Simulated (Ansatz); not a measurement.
## Bi₂Se₃ (R-3m), a sublattice moved along a line

These are results of DFT PBE, scalar-relativistic, plane waves, PAW in Ansatz 0.2.0, not measurements. Settings: plane waves to 420 eV, k-mesh 12×12×12 (Γ-centred), Gaussian smearing 0.03 eV. Spin–orbit coupling is left out, which matters for the heavy elements here. No spin polarisation. Energies are free energies at this smearing, counted from the undisturbed cell; pressure is positive in compression.

The undisturbed cell (as given, not relaxed at this level; it stands at 2.6 GPa):

```
CELL_PARAMETERS angstrom
2.07150 1.19598 9.54533
-2.07150 1.19598 9.54533
0.00000 -2.39196 9.54533
ATOMIC_POSITIONS crystal
Bi 0.40080 0.40080 0.40080
Bi 0.59920 0.59920 0.59920
Se 0.00000 0.00000 0.00000
Se 0.21170 0.21170 0.21170
Se 0.78830 0.78830 0.78830
```

Every Se atom is moved by x along the Cartesian unit vector (-0.674, -0.389, 0.628); the cell and all other atoms stay fixed.

```csv
x (Å),ΔE (meV/cell),force along x on the moved atoms (eV/Å),pressure (GPa),gap on the mesh (eV)
-0.1000,43.2,0.88,2.7,0.38
-0.0500,10.7,0.43,2.6,0.26
0.0000,0.0,0.00,2.6,0.21
0.0250,2.7,-0.21,2.6,0.23
0.0750,24.1,-0.65,2.6,0.32
0.0875,32.9,?,?,0.35
```

By symmetry 0.1000 repeats -0.1000, -0.0750 repeats 0.0750, 0.0500 repeats -0.0500, -0.0250 repeats 0.0250 in energy, with the opposite slope along the path.

**Question.** Give the withheld values.

**Answer.** force along x on the moved atoms (eV/Å) at x (Å) = 0.0875: -0.76; pressure (GPa) at x (Å) = 0.0875: 2.7.